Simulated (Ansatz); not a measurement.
## CuAl3: energy against volume and a worked fit

Symmetry: Pm-3m, No. 221, cubic system. The conventional cell has a = 3.924 Å, b = 3.924 Å, c = 3.924 Å, α = 90.00°, β = 90.00°, γ = 90.00°. Around Cu (site symmetry m-3m) lie 12 Al at 2.77 Å. Al (site symmetry 4/mmm) is surrounded by 4 Cu at 2.77 Å and 8 Al at 2.77 Å.

The cell comes from a database or a generator and needn't be the stable form of this composition.

The cell was scaled at fixed shape and fractions and run with Ansatz, all-electron LAPW, scalar-relativistic; PBEsol, k mesh 7 × 7 × 7 on the cell of 4 atoms, fermi-dirac occupations of 0.05 eV, no spin polarisation, no spin-orbit coupling. Energies are those that the program minimises, any entropy of the smearing included. For a metal such a mesh isn't converged to the digits shown.

| V (Å³/atom) | energy over the lowest row (meV/atom) |
| --- | --- |
| 14.2005 | 5.78 |
| 14.5027 | 0.77 |
| 14.8048 | 0.00 |
| 15.1070 | 3.03 |
| 15.4091 | ? |
| 15.7112 | 18.92 |
| 16.0134 | 31.11 |

**Question.** Fit the third-order Birch-Murnaghan form, give V0, B0 and B′, and predict the energy left open.

**Answer.** With y = (V0/V)^(2/3), E = E0 + (9 V0 B0/16) [(y - 1)³ B′ + (y - 1)² (6 - 4y)]. Least squares through the rows shown give V0 = 14.7108 Å³/atom, E0 = -0.19 meV, B0 = 101.3 GPa (1 eV/Å³ = 160.218 GPa) and B′ = 4.41, with a largest miss of 0.01 meV. At V = 15.4091 the form with these constants gives 9.45 meV; the run gave 9.45 meV an atom.
